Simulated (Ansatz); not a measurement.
Runs of Ansatz 0.2.0 on MnS. Symmetry: Fm-3m, No. 225, cubic system. The conventional cell has a = 5.209 Å, b = 5.209 Å, c = 5.209 Å, α = 90.00°, β = 90.00°, γ = 90.00°. Mn (site symmetry m-3m) is surrounded by 6 S at 2.60 Å. S (site symmetry m-3m) is surrounded by 6 Mn at 2.60 Å. 

| task | level | spin | gap on the mesh (eV) | pressure (GPa) | moment (μB) |
| --- | --- | --- | --- | --- | --- |
| single point | PBEsol | collinear, ferromagnetic start | none | -7.3 | (a) |
| single point | PBE | collinear, ferromagnetic start | none | (b) | 4.71 |
| band structure | LDA | collinear, ferromagnetic start | - | -11.6 | 4.57 |
| single point | PBEsol | off | none | -27.8 | - |

Alike in all rows: potentials or basis all-electron LAPW, scalar-relativistic; cell as given; k mesh 9 × 9 × 9; cutoff (eV) 217; smearing fermi-dirac 0.05 eV; basis error allowed 0.001 eV/atom.

Q: Fill in the values left out.

A: (a) 4.69; (b) -2.9.

Caveats: semilocal functionals often make such compounds metallic where correlation or magnetic order opens a gap, which also shifts bond lengths; a cell with one magnetic atom can't hold antiferromagnetic order, which such compounds often take (some runs).

A k mesh can miss the band edges.

A gap of «none» marks a metal or a gap under the smearing width.

Not every run made on this cell is shown here.
